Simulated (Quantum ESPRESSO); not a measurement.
Runs of Quantum ESPRESSO 7.5 on GaAs. It takes space group F-43m (No. 216, cubic). Conventional cell: a = 5.654 Å, b = 5.654 Å, c = 5.654 Å, α = 90.00°, β = 90.00°, γ = 90.00°. As (site symmetry -43m) is surrounded by 4 Ga at 2.45 Å. Around Ga (site symmetry -43m) lie 4 As at 2.45 Å. 

```tsv
potentials or basis	spin	cell	k mesh	cutoff (eV)	k mesh of the self-consistent run	mesh quality	gap on the mesh (eV)
PseudoDojo 0.4.1 SR PBE standard	off	as given	14 × 14 × 14	1143	14 × 14 × 14	not flagged	0.52
PseudoDojo 0.4 SR PBE stringent	off	as given	2 × 2 × 2	1551	8 × 8 × 8	coarse	0.52
PseudoDojo 0.4 FR PBE standard	non-collinear, zero start, SOC	as given	4 × 4 × 4	1143	8 × 8 × 8	coarse	0.41
PseudoDojo 0.4.1 SR PBE standard	off	as given	4 × 4 × 4	1143	8 × 8 × 8	coarse	0.52
Ansatz NC SR PBE	off	volume scaled by 0.96	4 × 4 × 4	1143	8 × 8 × 8	coarse	(a)
```

Alike in all rows: task single point; level PBE; smearing fixed.

Task: Fill in the values left out.

Result: (a) 0.82.

Caveats: some runs use coarse meshes.

A k mesh can miss the band edges, and rows without SOC leave out spin-orbit coupling on As, Ga.

The runs don't all hold the same shells in valence.
